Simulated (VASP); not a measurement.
# MgO (Fm-3m) in VASP: single point with HSE06

Aim: the single point of MgO with HSE06.

Everything below comes from runs of VASP 6.6.1. Logs are shortened: lines on timing, memory, paths and dates and some standing lists are left out, and cuts for length are marked.

**Measured values to compare with.**

“Electronic structure of alkaline earth and post-transition metal oxides”, 2009, arxiv:0908.1581 quotes, for a bulk crystal of MgO: band gap 7.83 eV.

How close the calculation comes is told below.

## Step 1: The structure

Symmetry: Fm-3m, No. 225, cubic system. Conventional cell: a = 4.208 Å, b = 4.208 Å, c = 4.208 Å, α = 90.00°, β = 90.00°, γ = 90.00°. Around Mg (site symmetry m-3m) lie 6 O at 2.10 Å. O (site symmetry m-3m) has 6 Mg at 2.10 Å as nearest neighbours.

## Step 2: Single point, HSE06

POSCAR

```
MgO
1.0
    0.0000000000      2.1038000000      2.1038000000
    2.1038000000      0.0000000000      2.1038000000
    2.1038000000      2.1038000000      0.0000000000
Mg O
1 1
Direct
    0.0000000000      0.0000000000      0.0000000000
    0.5000000000      0.5000000000      0.5000000000
```

INCAR.step1

```
SYSTEM = MgO
PREC = Accurate
ENCUT = 520
EDIFF = 1E-5
ISMEAR = 0
SIGMA = 0.02
LREAL = .False.
LASPH = .True.
NELM = 100
ALGO = Normal
ISIF = 2
LWAVE = .True.
NBANDS = 11
GGA = PE
```

INCAR.step2

```
SYSTEM = MgO
PREC = Accurate
ENCUT = 520
EDIFF = 1E-6
ISMEAR = 0
SIGMA = 0.02
LREAL = .False.
LASPH = .True.
NELM = 100
ALGO = Normal
ISIF = 2
LWAVE = .False.
LCHARG = .True.
GGA = PE
LHFCALC = .True.
HFSCREEN = 0.2
PRECFOCK = Fast
LELF = .True.
LVHAR = .True.
NBANDS = 11
ISTART = 1
```

KPOINTS

```
regular mesh
0
Gamma
  8 8 8
  0 0 0
```

Potentials or basis: VASP PAW PBE potentials, release 64 (Mg, O).

Started as:

```sh
$ cat potpaw_PBE.64/Mg/POTCAR potpaw_PBE.64/O/POTCAR > POTCAR
$ cp INCAR.step1 INCAR
$ mpirun -np 1 vasp_std > vasp.out
$ cp INCAR.step2 INCAR
$ mpirun -np 1 vasp_std > vasp.out
```

OUTCAR:

```text
SYSTEM = MgO
   PREC = Accurate
   ENCUT = 520
   EDIFF = 1E-6
   ISMEAR = 0
   LREAL = .False.
   LASPH = .True.
   NELM = 100
   ISIF = 2
   GGA = PE
   LHFCALC = .True.
   HFSCREEN = 0.2
   PRECFOCK = Fast
   ISTART = 1

 ion  position               nearest neighbor table
   1  0.000  0.000  0.000-   2 2.10   2 2.10   2 2.10   2 2.10   2 2.10   2 2.10
   2  0.500  0.500  0.500-   1 2.10   1 2.10   1 2.10   1 2.10   1 2.10   1 2.10

  LATTYP: Found a face centered cubic cell.
 ALAT       =     4.2076000000

  Lattice vectors:

 A1 = (   0.0000000000,   2.1038000000,   2.1038000000)
 A2 = (   2.1038000000,   0.0000000000,   2.1038000000)
 A3 = (   2.1038000000,   2.1038000000,   0.0000000000)

Analysis of symmetry for initial positions (statically):
=====================================================================
 Subroutine PRICEL returns:
 Original cell was already a primitive cell.

 Routine SETGRP: Setting up the symmetry group for a
 face centered cubic supercell.

 Subroutine GETGRP returns: Found 48 space group operations
 (whereof 48 operations were pure point group operations)
 out of a pool of 48 trial point group operations.

The static configuration has the point symmetry O_h .

Analysis of symmetry for dynamics (positions and initial velocities):
=====================================================================
 Subroutine PRICEL returns:
 Original cell was already a primitive cell.

 Routine SETGRP: Setting up the symmetry group for a
 face centered cubic supercell.

 Subroutine GETGRP returns: Found 48 space group operations
 (whereof 48 operations were pure point group operations)
 out of a pool of 48 trial point group operations.

The dynamic configuration has the point symmetry O_h .

 Subroutine INISYM returns: Found 48 space group operations
 (whereof 48 operations are pure point group operations),
 and found     1 'primitive' translations

----------------------------------------------------------------------------------------

                                     Primitive cell

  volume of cell :      18.6227

  direct lattice vectors                    reciprocal lattice vectors
     0.000000000  2.103800000  2.103800000    -0.237665177  0.237665177  0.237665177
     2.103800000  0.000000000  2.103800000     0.237665177 -0.237665177  0.237665177
     2.103800000  2.103800000  0.000000000     0.237665177  0.237665177 -0.237665177

  length of vectors
     2.975222493  2.975222493  2.975222493     0.411648162  0.411648162  0.411648162

  position of ions in fractional coordinates (direct lattice)
     0.000000000  0.000000000  0.000000000
     0.500000000  0.500000000  0.500000000

  ion indices of the primitive-cell ions
   primitive index   ion index
                 1           1
                 2           2

----------------------------------------------------------------------------------------

 KPOINTS: regular mesh

Automatic generation of k-mesh.
 Grid dimensions read from file:
 generate k-points for:    8    8    8

 Generating k-lattice:

  Cartesian coordinates                     Fractional coordinates (reciprocal lattice)
    -0.029708147  0.029708147  0.029708147     0.125000000  0.000000000  0.000000000
     0.029708147 -0.029708147  0.029708147     0.000000000  0.125000000  0.000000000
     0.029708147  0.029708147 -0.029708147     0.000000000  0.000000000  0.125000000

  Length of vectors
     0.051456020  0.051456020  0.051456020

  Shift w.r.t. Gamma in fractional coordinates (k-lattice)
     0.000000000  0.000000000  0.000000000

 Subroutine IBZKPT returns following result:
 ===========================================

 Found     29 irreducible k-points:

 Following reciprocal coordinates:
            Coordinates               Weight
  0.000000  0.000000  0.000000      1.000000
  0.125000  0.000000  0.000000      8.000000
  0.250000  0.000000  0.000000      8.000000
  0.375000  0.000000  0.000000      8.000000
  0.500000  0.000000  0.000000      4.000000
  0.125000  0.125000  0.000000      6.000000
[... 16 lines left out ...]
  0.500000  0.250000  0.125000     48.000000
 -0.375000  0.250000  0.125000     24.000000
 [... further k-points ...]
   k-points           NKPTS =     29   k-points in BZ     NKDIM =    512   number of bands    NBANDS=     11
   number of dos      NEDOS =    301   number of ions     NIONS =      2
   total plane-waves  NPLWV =  13824
   dimension x,y,z NGX =    24 NGY =   24 NGZ =   24
   dimension x,y,z NGXF=    48 NGYF=   48 NGZF=   48
   ions per type =               1   1
   NGX,Y,Z   is equivalent  to a cutoff of  13.41, 13.41, 13.41 a.u.
   NGXF,Y,Z  is equivalent  to a cutoff of  26.82, 26.82, 26.82 a.u.
 SYSTEM =  MgO
   PREC   = accura    normal or accurate (medium, high low for compatibility)
   ISTART =      1    job   : 0-new  1-cont  2-samecut
   ICHARG =      0    charge: 1-file 2-atom 10-const
   ISPIN  =      1    spin polarized calculation?
   LNONCOLLINEAR =      F non collinear calculations
   LSORBIT =      F    spin-orbit coupling
   LASPH  =      T    aspherical Exc in radial PAW
   ENCUT  =  520.0 eV  38.22 Ry    6.18 a.u.   5.53  5.53  5.53*2*pi/ulx,y,z
   NELM   =    100;   NELMIN=  2; NELMDL=  0     # of ELM steps
   EDIFF  = 0.1E-05   stopping-criterion for ELM
   LREAL  =      F    real-space projection
   EDIFFG = 0.1E-04   stopping-criterion for IOM
   NSW    =      0    number of steps for IOM
   IBRION =     -1    ionic relax: 0-MD 1-quasi-New 2-CG
   NFREE  =      0    steps in history (QN), initial steepest desc. (CG)
   ISIF   =      2    stress and relaxation
   ISYM   =      3    0-nonsym 1-usesym 2-fastsym
   POTIM  = 0.5000    time-step for ionic-motion
   TEBEG  =    0.0;   TEEND  =   0.0 temperature during run
   PSTRESS=    0.0 pullay stress
   NELECT =       8.0000    total number of electrons
   NUPDOWN=      -1.0000    fix difference up-down
   EMIN   =  10.00;   EMAX   =-10.00  energy-range for DOS
   EFERMI =   0.00;   METHOD = LEGACY
   ISMEAR =     0;   SIGMA  =   0.02  broadening in eV -4-tet -1-fermi 0-gaus
   EFERMI_NEDOS =   21; number of points for ismear=-14 and -15
   IALGO  =     38    algorithm
   IMIX   =      1    mixing-type and parameters
     AMIX     =   0.40;   BMIX     =  1.00
     AMIX_MAG =   1.60;   BMIX_MAG =  1.00
  volume/ion in A,a.u.               =       9.31        62.84
  Fermi-wavevector in a.u.,A,eV,Ry     =   1.235256  2.334296 20.760557  1.525858
  Thomas-Fermi vector in A             =   2.369913
   LORBIT       =      0    0 simple, 1 ext, 2 COOP (PROOUT), +10 PAW based schemes
   GGA     = PE    functional components
   LHFCALC =     T    Hartree Fock is set to
   PRECFOCK=fast      Normal, Fast or Accurate (Low or Medium for compatibility)
   ENCUT4O =  -1.0   cutoff for four orbital integrals eV
   NKREDX  =     1    reduce k-point grid by
   NKREDY  =     1    reduce k-point grid by
   NKREDZ  =     1    reduce k-point grid by
   AEXX    =    0.2500 exact exchange contribution
   HFSCREEN=    0.2000 screening length (either q_TF or 0.3 A-1)
   HFSCREENC=   0.2000 screening length for correlation (either q_TF or 0.3 A-1)
   ENCUTFOCK=  -1.0 apply spherical cutoff to Coloumb kernel
   IVDW    =     0    specifies the selected vdW correction
   LEPSILON=     F    determine dielectric tensor
   LRPA    =     F    only Hartree local field effects (RPA)
 non-spin polarized calculation
 Gauss-broadening in eV      SIGMA  =   0.02
  energy-cutoff  :      520.00
  volume of cell :       18.62
 maximum number of plane-waves:       531
 NGX is ok and might be reduce to    24
  NGX = 14; NGY = 14; NGZ = 14

 number of electron       8.0000005 magnetization

 Free energy of the ion-electron system (eV)
  ---------------------------------------------------
  ext. energy  EPLUGINS =         0.00000000
  ---------------------------------------------------
  free energy    TOTEN  =       -14.23133262 eV

  energy without entropy =      -14.23133262  energy(sigma->0) =      -14.23133262

 E-fermi :   2.1427     XC(G=0):  -9.0954

 val. band max:        1.9497540616   @ k =   0.0000   0.0000   0.0000
 cond. band min:       8.4438510931   @ k =   0.0000   0.0000   0.0000
 fundamental gap:      6.4940970315
 Fermi energy:         2.1426857454

 k-point     1 :       0.0000    0.0000    0.0000
  band No.  band energies     occupation
      1     -16.8936      2.00000
      2       1.9497      2.00000
      3       1.9497      2.00000
      4       1.9498      2.00000
      5       8.4439      0.00000
      6      19.7457      0.00000
      7      19.7457      0.00000
      8      19.7457      0.00000
      9      23.6809      0.00000
     10      25.6208      0.00000
     11      25.6208      0.00000

 k-point     2 :       0.1250    0.0000    0.0000
  band No.  band energies     occupation
      1     -16.7207      2.00000
      2       0.9711      2.00000
      3       1.8368      2.00000
      4       1.8368      2.00000
      5       9.3759      0.00000
      6      18.0401      0.00000
      7      20.1284      0.00000
      8      20.1284      0.00000
      9      24.6579      0.00000
     10      24.6579      0.00000
     11      25.9667      0.00000

 k-point     3 :       0.2500    0.0000    0.0000
  band No.  band energies     occupation
      1     -16.2727      2.00000
      2      -0.8631      2.00000
      3       1.5762      2.00000
      4       1.5762      2.00000
      5      10.8980      0.00000
      6      16.5484      0.00000
      7      20.6664      0.00000
      8      20.6664      0.00000
      9      24.2773      0.00000
     10      24.2773      0.00000
     11      26.2265      0.00000
[... 267 lines left out ...]
 k-point    23 :       0.5000    0.2500    0.1250
  band No.  band energies     occupation
      1     -15.5545      2.00000
      2      -2.0148      2.00000
      3       0.0926      2.00000
      4       1.0040      2.00000
      5      13.4136      0.00000
      6      15.6613      0.00000
      7      17.9441      0.00000
      8      21.3119      0.00000
      9      23.8666      0.00000
     10      26.6737      0.00000
     11      30.2857      0.00000

 k-point    24 :      -0.3750    0.2500    0.1250
  band No.  band energies     occupation
      1     -15.3784      2.00000
      2      -2.3382      2.00000
      3      -0.1275      2.00000
      4       0.8740      2.00000
      5      13.5485      0.00000
      6      16.3561      0.00000
      7      17.4957      0.00000
      8      21.0487      0.00000
      9      24.6927      0.00000
     10      26.3718      0.00000
     11      30.4138      0.00000

 [... further k-points ...]

------------------------ aborting loop because EDIFF is reached ----------------------------------------

  FORCE on cell =-STRESS in cart. coord.  units (eV):
  Direction    XX          YY          ZZ          XY          YZ          ZX
  --------------------------------------------------------------------------------------
  -------------------------------------------------------------------------------------
  Total       -0.1221525     -0.1221525     -0.1221525      0.0000000      0.0000000      0.0000000
  in kB      -10.5092020    -10.5092020    -10.5092020      0.0000000      0.0000000      0.0000000
  external PRESSURE =     -10.5092020 kB  Pullay stress =       0.0000000 kB

 VOLUME and BASIS-vectors are now :
 -----------------------------------------------------------------------------
  energy-cutoff  :      520.00
  volume of cell :       18.62
      direct lattice vectors                 reciprocal lattice vectors
     0.000000000  2.103800000  2.103800000    -0.237665177  0.237665177  0.237665177
     2.103800000  0.000000000  2.103800000     0.237665177 -0.237665177  0.237665177
     2.103800000  2.103800000  0.000000000     0.237665177  0.237665177 -0.237665177

 POSITION                                       TOTAL-FORCE (eV/Angst)
 -----------------------------------------------------------------------------------
      0.00000      0.00000      0.00000         0.000000     -0.000000     -0.000000
      2.10380      2.10380      2.10380        -0.000000      0.000000      0.000000
 -----------------------------------------------------------------------------------
    total drift:                               -0.000000     -0.000001     -0.000001

  FREE ENERGIE OF THE ION-ELECTRON SYSTEM (eV)
  ---------------------------------------------------
  free  energy   TOTEN  =       -14.2313326230 eV

  energy  without entropy=      -14.2313326230  energy(sigma->0) =      -14.23133262
```

Wall time 9.4 min (1 thread of Intel Xeon Platinum 8488C (Sapphire Rapids), shared host); peak memory 0.26 GiB.

What came out:

- Free energy: -14.2313 eV
- Pressure: -1.1 GPa
- Band gap on the k mesh: 6.49 eV, direct

Caveat: the PAW data sets were made with another functional, which shifts forces and pressure a little.

## Step 3: Against experiment

Step 2. Against the measured gap of MgO, 7.83 eV (quoted in “Electronic structure of alkaline earth and post-transition metal oxides”, 2009, arxiv:0908.1581), the calculated 6.49 eV is off by -1.34 eV. The value is that of HSE06, without temperature or zero-point motion.
